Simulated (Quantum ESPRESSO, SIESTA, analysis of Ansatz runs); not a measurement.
# KI (Fm-3m):V_I, a ladder of methods on one cell (SIESTA), part 2 of 5

Question: at which Fermi levels does V_I in KI (Fm-3m) change its charge, and how much of the answer depends on the basis and the mesh? The model is a cell of 54 host atoms with 1 I taken out.

SIESTA 5.4.2; SIESTA numerical-orbital DFT, PBEsol, DZP basis, PseudoDojo 0.4.1 potentials converted to PSML; charged supercells in a uniform background, point-charge correction with alignment at far sites.

So far. Step 2 (Band edges): The gap at this level is 3.78 eV.

## Step 3: Relaxing each charge state

Level of this step: SIESTA numerical-orbital DFT, PBEsol, DZP basis, PseudoDojo 0.4.1 potentials converted to PSML; relaxation of all atoms of a defect supercell (SIESTA).

Each state starts from the atoms near the defect displaced at random, so that no symmetry of the ideal site is imposed. An odd electron count needs spin polarisation, and the total moment is held fixed to keep the state apart from its neighbours in spin. Basis functions without a nucleus stand at the vacant site, for electrons that may collect there. Charge 0 is shown in full.

File defect.fdf:

```
SystemName                      K27I26
SystemLabel                     defect
NumberOfSpecies                 3
NumberOfAtoms                   54
%block ChemicalSpeciesLabel
  1   19 K
  2   53 I
  3  -53 I_ghost
%endblock ChemicalSpeciesLabel
LatticeConstant                 1.0 Ang
%block LatticeVectors
     0.000000000    10.627308000    10.627308000
    10.627308000     0.000000000    10.627308000
    10.627308000    10.627308000     0.000000000
%endblock LatticeVectors
AtomicCoordinatesFormat         Fractional
%block AtomicCoordinatesAndAtomicSpecies
    -0.000150123     0.001283358    -0.000011350  1
     0.166841321     0.167377020     0.166742874  2
     0.000828724     0.000654930     0.333894988  1
     0.166213504     0.166197982     0.499591325  2
    -0.000373133    -0.000459228     0.668194276  1
     0.167161816     0.166979553     0.833107301  2
    -0.000048356     0.333126521    -0.000053741  1
     0.165093512     0.501303777     0.168153344  2
    -0.000656083     0.333927994     0.333360469  1
     0.166993570     0.499826121     0.499751102  2
     0.000846743     0.333445369     0.665318101  1
     0.166741107     0.499958798     0.833815852  2
     0.000035484     0.666794370     0.000448832  1
     0.165996516     0.835035753     0.166610197  2
    -0.000461678     0.669129062     0.333027741  1
     0.167230648     0.832659093     0.500962086  2
     0.000649516     0.665770545     0.666825538  1
     0.166539974     0.833349108     0.833800468  2
     0.334138862     0.000214696    -0.000065362  1
     0.499654108     0.166081771     0.166768092  2
     0.333877037    -0.000914235     0.333385734  1
     0.499463938     0.166005647     0.499644960  2
     0.332582024    -0.000193874     0.666772938  1
     0.500593857     0.167539525     0.833286556  2
     0.332581083     0.334492012     0.000729007  1
     0.499677256     0.500010928     0.166212260  2
     0.332861163     0.333465365     0.333000218  1
     0.336772835     0.333907965     0.663322060  1
     0.500252472     0.499443899     0.833336804  2
     0.332708067     0.666769246     0.000391809  1
     0.500485175     0.832834067     0.166032252  2
     0.329392189     0.669405001     0.334334163  1
     0.499718894     0.832063458     0.500816611  2
     0.331035221     0.665037297     0.666680202  1
     0.499692076     0.832703224     0.833509801  2
     0.667041512     0.000522958    -0.001001159  1
     0.832991911     0.165986592     0.167800668  2
     0.666328914    -0.001415162     0.333646430  1
     0.833222967     0.166505585     0.500746932  2
     0.665989976    -0.000131300     0.667223946  1
     0.833721165     0.167590385     0.833136988  2
     0.666167302     0.332802826     0.000834913  1
     0.833433039     0.499541901     0.166450749  2
     0.662727223     0.332478551     0.335889104  1
     0.833845044     0.501743258     0.498232843  2
     0.665055164     0.336714678     0.663557588  1
     0.833695194     0.498785642     0.832942113  2
     0.667035584     0.665714087    -0.000369578  1
     0.833306808     0.834230846     0.165643631  2
     0.667870466     0.666466294     0.328793065  1
     0.833519185     0.833927758     0.500415804  2
     0.666916363     0.666434871     0.666699542  1
     0.833435768     0.832604705     0.833584703  2
     0.500185334     0.499480832     0.499067909  3
%endblock AtomicCoordinatesAndAtomicSpecies
%block kgrid.MonkhorstPack
    1   0   0  0.25
    0   1   0  0.25
    0   0   1  0.25
%endblock kgrid.MonkhorstPack
XC.Functional                   GGA
XC.Authors                      PBEsol
PAO.BasisSize                   DZP
PAO.EnergyShift                 0.005 Ry
Mesh.Cutoff                     300 Ry
Spin                            polarized
%block DM.InitSpin
    28   0.200
    32   0.200
    34   0.200
    44   0.200
    50   0.200
%endblock DM.InitSpin
Spin.Fix                        true
Spin.Total                      1.0
OccupationFunction              FD
ElectronicTemperature           0.01 eV
MaxSCFIterations                150
SCF.MustConverge                true
SCF.Mixer.Method                Pulay
SCF.Mixer.Weight                0.1
SCF.Mixer.History               10
SCF.DM.Tolerance                3.0e-4
SCF.H.Tolerance                 3.0e-3 eV
WriteForces                     true
Charge.Mulliken                 end
SaveRho                         true
SaveElectrostaticPotential      true
Charge.Hirshfeld                end
Charge.Voronoi                  end
MD.TypeOfRun                    Broyden
MD.Steps                        90
MD.MaxForceTol                  0.04 eV/Ang
MD.MaxDispl                     0.15 Ang
WriteCoorStep                   true
AtomCoorFormatOut               Fractional
%block Geometry.Constraints
  atom [54]
%endblock Geometry.Constraints
```

Command:

```console
OMP_NUM_THREADS=1 siesta defect.fdf > defect.out
```

The program printed:

```text
Version         : 5.4.2

                           ***********************
                           *  WELCOME TO SIESTA  *
                           ***********************

[...]
reinit: Reading from file defect.fdf

reinit: -----------------------------------------------------------------------
reinit: System Name: K27I26
reinit: -----------------------------------------------------------------------
reinit: System Label: defect
reinit: -----------------------------------------------------------------------

[...]
initatom: Reading input for the pseudopotentials and atomic orbitals ----------
Species number:   1 Atomic number:   19 Label: K
Species number:   2 Atomic number:   53 Label: I
Species number:   3 Atomic number:  -53 Label: I_ghost (floating PAOs)

[... pseudopotential checks and orbital generation ...]

prinput: Basis input

PAO.BasisType split

%block ChemicalSpeciesLabel
    1   19 K                       # Species index, atomic number, species label
    2   53 I                       # Species index, atomic number, species label
    3  -53 I_ghost                 # Species index, atomic number, species label
%endblock ChemicalSpeciesLabel

%block PAO.Basis                 # Define Basis set
# WARNING: This information might be incomplete!
K                     4                    # Species label, number of l-shells
 n=3   0   1                         # n, l, Nzeta
   3.714
   1.000
 n=4   0   2                         # n, l, Nzeta
  10.978      8.237
   1.000      1.000
 n=3   1   1                         # n, l, Nzeta
   4.378
   1.000
 n=4   1   1                         # n, l, Nzeta
  10.978
   1.000
I                     2                    # Species label, number of l-shells
 n=5   0   2                         # n, l, Nzeta
   5.078      3.466
   1.000      1.000
 n=5   1   2 P   1                   # n, l, Nzeta, Polarization, NzetaPol
   6.432      4.444
   1.000      1.000
I_ghost               2                    # Species label, number of l-shells
 n=5   0   2                         # n, l, Nzeta
   5.078      3.466
   1.000      1.000
 n=5   1   2 P   1                   # n, l, Nzeta, Polarization, NzetaPol
   6.432      4.444
   1.000      1.000
%endblock PAO.Basis

prinput: ----------------------------------------------------------------------

coor:   Atomic-coordinates input format  =     Fractional

[...]
siesta: System type = bulk

initatomlists: Number of atoms, orbitals, and projectors:     54   594   954

[... echo of the settings ...]

siesta: k-grid: Number of k-points = 1
siesta: k-points from Monkhorst-Pack grid
siesta: k-cutoff (effective) =     7.515 Ang
siesta: k-point supercell and displacements
siesta: k-grid:     1     0     0      0.250
siesta: k-grid:     0     1     0      0.250
siesta: k-grid:     0     0     1      0.250

diag: Algorithm                                     = D&C
diag: Absolute tolerance                            =  0.100E-15
diag: Orthogonalization factor                      =  0.100E-05

superc: Internal auxiliary supercell:     3 x     3 x     3  =      27
superc: Number of atoms, orbitals, and projectors:   1458  16038  25758

siesta: Constraint (1): pos
  [ 54 ]

                     ====================================
                        Begin Broyden opt. move =      0
                     ====================================

[...]
superc: Internal auxiliary supercell:     3 x     3 x     3  =      27
superc: Number of atoms, orbitals, and projectors:   1458  16038  25758

outcell: Unit cell vectors (Ang):
        0.000000   10.627308   10.627308
       10.627308    0.000000   10.627308
       10.627308   10.627308    0.000000

outcell: Cell vector modules (Ang)   :   15.029283   15.029283   15.029283
outcell: Cell angles (23,13,12) (deg):     60.0000     60.0000     60.0000
outcell: Cell volume (Ang**3)        :   2400.4894
[...]
Initializing Density Matrix...

[...]
DM filled with atomic data (user-defined):

InitMesh: MESH = 128 x 128 x 128 = 2097152
InitMesh: Mesh cutoff (required, used) =   300.000   300.702 Ry

[...]
iscf     Eharris(eV)        E_KS(eV)     FreeEng(eV)     dDmax     Ef_up Ef_dn(eV) dHmax(eV)
   scf:    1   -31283.836032   -31257.996760   -31257.996760  0.338235 -2.638310 -3.387457  2.369181
[...]
scf:    2   -31259.184269   -31258.605883   -31258.605883  0.008777 -2.824359 -3.571649  1.900959
[...]
scf:    3   -31260.600728   -31259.760674   -31259.760674  0.031162 -2.737666 -3.486778  1.077895
[...]
scf:    4   -31259.964341   -31259.879701   -31259.879701  0.014096 -2.996733 -3.746754  0.768381
[...]
scf:    5   -31259.880697   -31259.889871   -31259.889871  0.007234 -2.717850 -3.275919  0.224420
[...]
scf:    6   -31259.904202   -31259.901012   -31259.901012  0.002826 -2.622975 -3.277236  0.087513
[...]
scf:    7   -31259.900843   -31259.900948   -31259.900948  0.000470 -2.626102 -3.280507  0.094887
[...]
scf:    8   -31259.901440   -31259.901231   -31259.901231  0.000777 -2.618185 -3.273265  0.034461
[...]
scf:    9   -31259.901327   -31259.901289   -31259.901289  0.000639 -2.611774 -3.267034  0.006782
[...]
scf:   10   -31259.901289   -31259.901289   -31259.901289  0.000016 -2.612201 -3.267469  0.004199
[...]
Re-using DM from previous geometries...
Number of DMs in history: 1
 DM extrapolation coefficients:
1   1.00000
New DM after history re-use:

[...]
iscf     Eharris(eV)        E_KS(eV)     FreeEng(eV)     dDmax     Ef_up Ef_dn(eV) dHmax(eV)
   scf:    1   -31259.885522   -31259.909197   -31259.909197  0.030340 -2.829985 -3.197477  0.112149
[...]
scf:    2   -31259.866609   -31259.898359   -31259.898359  0.003054 -2.639087 -3.198859  0.232737
[...]
scf:    3   -31259.917163   -31259.912473   -31259.912473  0.002046 -2.832331 -3.200316  0.008396
[...]
scf:    4   -31259.912487   -31259.912483   -31259.912483  0.000077 -2.830615 -3.198557  0.001772
     spin moment: {S} , |S| = {        0.0        0.0    1.00000 }     1.00000

SCF Convergence by DM+H criterion
[...]
SCF cycle converged after 4 iterations

[...]
siesta: E_KS(eV) =           -31259.9125

siesta: Atomic forces (eV/Ang):
     1   -0.003886   -0.003082    0.002580
     2   -0.002935   -0.001156   -0.004237
     3   -0.001672   -0.004728   -0.006060
     4    0.005526    0.004795   -0.000057
     5   -0.008406   -0.010978    0.002242
     6   -0.002985   -0.007306   -0.006773
     7   -0.003893    0.004006   -0.002240
     8   -0.010853   -0.003399    0.000503
     9   -0.005661    0.000358   -0.000807
    10    0.001230   -0.000432    0.001039
[...]
50    0.013085    0.007409   -0.012070
    51   -0.003265   -0.005423   -0.007152
    52    0.003876   -0.001085    0.002540
    53    0.006303   -0.000142    0.002031
    54   -0.000293    0.000966   -0.000941
   Tot   -0.000069    0.002160   -0.002272
   Max    0.019321
   Res    0.005520    sqrt( Sum f_i^2 / 3N )
   Max    0.019321    constrained

Stress tensor Voigt[x,y,z,yz,xz,xy] (kbar):       -1.00       -1.02       -1.00        0.16        0.16        0.16
[...]
outcoor: Relaxed atomic coordinates (fractional):
   -0.00013897    0.00116451   -0.00025282   1       1  K
    0.16696836    0.16711048    0.16670927   2       2  I
    0.00016514    0.00087253    0.33367798   1       3  K
    0.16650141    0.16625248    0.49959871   2       4  I
   -0.00055886   -0.00013603    0.66805208   1       5  K
    0.16771293    0.16731597    0.83251494   2       6  I
   -0.00001885    0.33269436    0.00003265   1       7  K
    0.16556098    0.50106562    0.16769325   2       8  I
   -0.00042275    0.33363298    0.33340081   1       9  K
    0.16743687    0.50004055    0.49960922   2      10  I
    0.00055379    0.33308221    0.66587005   1      11  K
    0.16703984    0.49921863    0.83333363   2      12  I
   -0.00007527    0.66698220    0.00030113   1      13  K
    0.16621075    0.83497641    0.16634676   2      14  I
   -0.00057704    0.66885442    0.33295725   1      15  K
    0.16662210    0.83306429    0.50083744   2      16  I
   -0.00007294    0.66593891    0.66720841   1      17  K
    0.16659621    0.83301138    0.83376416   2      18  I
    0.33368253    0.00065769   -0.00049970   1      19  K
    0.49968750    0.16621394    0.16691155   2      20  I
[...]
0.66462777    0.33319167    0.33465925   1      44  K
    0.83288977    0.50173221    0.49831635   2      45  I
    0.66586392    0.33591126    0.66436286   1      46  K
    0.83367857    0.49912077    0.83300008   2      47  I
    0.66707660    0.66581986   -0.00064700   1      48  K
    0.83336973    0.83406568    0.16575197   2      49  I
    0.66717762    0.66670919    0.33122988   1      50  K
    0.83345669    0.83387573    0.50039787   2      51  I
    0.66688133    0.66650905    0.66666535   1      52  K
    0.83340739    0.83261998    0.83354389   2      53  I
    0.50018533    0.49948083    0.49906791   3      54  I_ghost

[...]
siesta: Final energy (eV):
siesta:  Band Struct. =   -6973.570390
siesta:       Kinetic =    9751.942960
siesta:       Hartree =    7118.306997
[...]
siesta:         Exch. =   -6800.433801
siesta:         Corr. =    -653.319427
[...]
siesta:   Exch.-corr. =   -7453.753228
siesta:  Ion-electron =  -24380.610537
siesta:       Ion-ion =  -16295.798675
[...]
siesta:         Total =  -31259.912483
siesta:      Fermi_up =      -2.830615
siesta:      Fermi_dn =      -3.198557

siesta: Stress tensor (static) (eV/Ang**3):
siesta:    -0.000622    0.000099    0.000099
siesta:     0.000099   -0.000636    0.000098
siesta:     0.000099    0.000098   -0.000624

siesta: Cell volume =       2400.489430 Ang**3

siesta: Pressure (static):
siesta:                Solid            Molecule  Units
siesta:           0.00000683          0.00000655  Ry/Bohr**3
siesta:           0.00062743          0.00060171  eV/Ang**3
siesta:           1.00525461          0.96403912  kBar

[...]
mulliken: Qtot =      213.000

[...]
mulliken: Qtot =      212.000

Mulliken Atomic Populations:
Atom #   charge [q] valence [e]      Sz [e]  Species
     1     0.165392    8.834608   -0.001143  K
     2    -0.160466    7.160466   -0.000499  I
     3     0.150269    8.849731    0.016874  K
     4    -0.161322    7.161322   -0.000108  I
     5     0.150708    8.849292    0.016827  K
     6    -0.159864    7.159864    0.000066  I
     7     0.149969    8.850031    0.016832  K
     8    -0.161562    7.161562   -0.000113  I
     9     0.170833    8.829167   -0.015988  K
    10    -0.155325    7.155325    0.002846  I
    11     0.153728    8.846272    0.014039  K
    12    -0.153038    7.153038    0.000749  I
    13     0.150919    8.849081    0.017031  K
    14    -0.162062    7.162062    0.000074  I
    15     0.153336    8.846664    0.013763  K
    16    -0.153819    7.153819    0.000774  I
    17     0.171044    8.828956   -0.015984  K
    18    -0.161642    7.161642    0.000067  I
    19     0.150415    8.849585    0.016976  K
    20    -0.161678    7.161678   -0.000111  I
[...]
44     0.130574    8.869426    0.149493  K
    45    -0.155844    7.155844    0.002737  I
    46     0.130561    8.869439    0.149970  K
    47    -0.161578    7.161578   -0.000113  I
    48     0.170540    8.829460   -0.015955  K
    49    -0.162618    7.162618    0.000071  I
    50     0.133402    8.866598    0.144400  K
    51    -0.160661    7.160661   -0.000115  I
    52     0.165507    8.834493   -0.012441  K
    53    -0.160642    7.160642   -0.000503  I
    54     6.969312    0.030688    0.030892  I_ghost
 Total     7.000000                1.000000

[...]
Job completed
```

The job ended after 7.3 min (1 MPI rank of Arm Neoverse V2, shared host; peak memory 1.2 GiB).

The steps and moves of this run count from the displaced start.

The steps of the relaxation:

```csv
step,energy less that of the first step (eV),largest force (eV/Å)
0,0.0000,0.0836
1,-0.0010,0.0799
2,-0.0112,0.0222
```

The atoms that moved most (Å):

| atom | dx | dy | dz | length |
| --- | --- | --- | --- | --- |
| K50 | 0.028 | 0.019 | -0.005 | 0.034 |
| K34 | 0.005 | 0.023 | 0.025 | 0.034 |
| K32 | -0.028 | 0.012 | 0.009 | 0.031 |
| K44 | -0.005 | 0.007 | 0.028 | 0.029 |
| K28 | 0.017 | 0.002 | -0.014 | 0.022 |
| I26 | 0.019 | 0.006 | -0.003 | 0.020 |
| I33 | -0.016 | -0.003 | -0.010 | 0.019 |
| K46 | 0.000 | 0.017 | 0.000 | 0.017 |

The atoms nearest to the centre after the run:

| atom | distance (Å) |
| --- | --- |
| K28 | 3.510 |
| K44 | 3.514 |
| K46 | 3.517 |
| K34 | 3.546 |
| K50 | 3.552 |
| K32 | 3.554 |
| I26 | 4.985 |
| I33 | 4.990 |
| I39 | 4.992 |
| I10 | 4.993 |
| I24 | 4.995 |
| I43 | 4.996 |
| I31 | 5.003 |
| I45 | 5.012 |
| I22 | 5.012 |
| I16 | 5.013 |

Energies on the run's own zero. States near gap, by row:

```
spin  k  band  energy (eV)  filled by count
  up  0   209       -6.692                1
  up  0   210       -6.691                1
  up  0   211       -6.588                1
  up  0   212       -6.588                1
  up  0   213       -3.399                1
  up  0   214       -2.367                0
  up  0   215       -1.699                0
  up  0   216       -1.544                0
  up  0   217       -1.541                0
down  0   208       -6.691                1
down  0   209       -6.691                1
down  0   210       -6.689                1
down  0   211       -6.586                1
down  0   212       -6.586                1
down  0   213       -2.922                0
down  0   214       -2.168                0
down  0   215       -1.609                0
down  0   216       -1.388                0
```

Spin density in the ac plane at fractional y = 0.499, through the centre, with atoms of I within 0.45 Å of it.

Ten even steps from '0' (-0.03 × 1e-2 e/Å³) to '9' (1.67 × 1e-2 e/Å³), each cell a mean:
```
000000000000000000000000000000000000000000
000000000000000000000000000000000000000000
000000000000000000000000000000000000000000
000000000000000000000000000000000000000000
000000000000000000001000000000000000000000
000000000000000000000000000000000000000000
000000000000011111110000000000000000000000
000000000000112233322110000000000000000000
000000000001223455554332110000000000000000
000000000001234567777654321100000000000000
000000000000124578899887542110000000000000
000000000100113467899998764310001000000000
000000000100012346789999875421000100000000
000000000000001134567888876432100000000000
000000000000000112345667665432110000000000
000000000000000001122344444322110000000000
000000000000000000000112222211000000000000
000000000000000000000000111110000000000000
000000000000000000001100000000000000000000
000000000000000000000000000000000000000000
000000000000000000000000000000000000000000
000000000000000000000000000000000000000000
000000000000000000000000000000000000000000
000000000000000000000000000000000000000000
```
Columns run along a (15.0 Å), rows up along c (15.0 Å). Atoms in or near the plane, at fractional coordinates: I at (0.17, 0.17), I at (0.17, 0.50), I at (0.17, 0.83), I at (0.50, 0.17), I at (0.50, 0.83), I at (0.83, 0.17), I at (0.83, 0.50), I at (0.83, 0.83).

Valence density in the ac plane at fractional y = 0.499, through the centre, with atoms of I within 0.45 Å of it. It is the smooth field of the valence electrons, not physical close to the nuclei.

Ten even steps from '0' (0.01 e/Å³) to '9' (0.65 e/Å³), each cell a mean:
```
000000000000000000000000000000000000000000
001344421000000013444210000000134442100000
002599986310000025999863100000259998631000
001497227941000015972278410000149722794100
000159745983100002587459831000015874598310
000013689973100000136899731000001368997310
000000012321100000001123210000000011232110
000000000000000000000000000000000000000000
000000000000000000000000000000000000000000
001344421000000000000000000000134442100000
002599987310000000000000000000259998631000
001498227941000000000000000000149722794100
000149745983100000000000000000015974598310
000012589973100000000000000000001368997310
000000112321100000000000000000000011232110
000000000000000000000000000000000000000000
000010000000000000100000000000000000000000
001345421000000013454210000000134442100000
002599997310000026999963100000269999631000
001497227941000015972279410000159722794100
000159745983100001587459831000015874598310
000012589963100000125899631000001368996310
000000012221000000000122210000000011232100
000000000000000000000000000000000000000000
```
Columns run along a (15.0 Å), rows up along c (15.0 Å). Atoms in or near the plane, at fractional coordinates: I at (0.17, 0.17), I at (0.17, 0.50), I at (0.17, 0.83), I at (0.50, 0.17), I at (0.50, 0.83), I at (0.83, 0.17), I at (0.83, 0.50), I at (0.83, 0.83).

[end of part 2 of 5]

[Logs are printed without paths, hosts, clocks, repeated set-up lines and the standing remarks that a program may print on its own settings, such as how far it seeks lower states.]

[Hosts, paths, dates, database ids (printed as entryN), source tags and the programs' standing remarks are cut or masked in the printed files.]

[For some hosts the program warned that the k-mesh of the response run may be too coarse for force constants and the static dielectric constant; such warnings are not shown here.]

[Charge tables in the logs are Mulliken or Hirshfeld populations, whose sizes and signs can differ; where basis functions stand at a vacancy, SIESTA counts their charge against the missing atom's valence.]

[In relaxation paths of CP2K, step 0 can be the structure after the first move, since the trajectory file begins there, and the last row can be the final structure solved once more.]
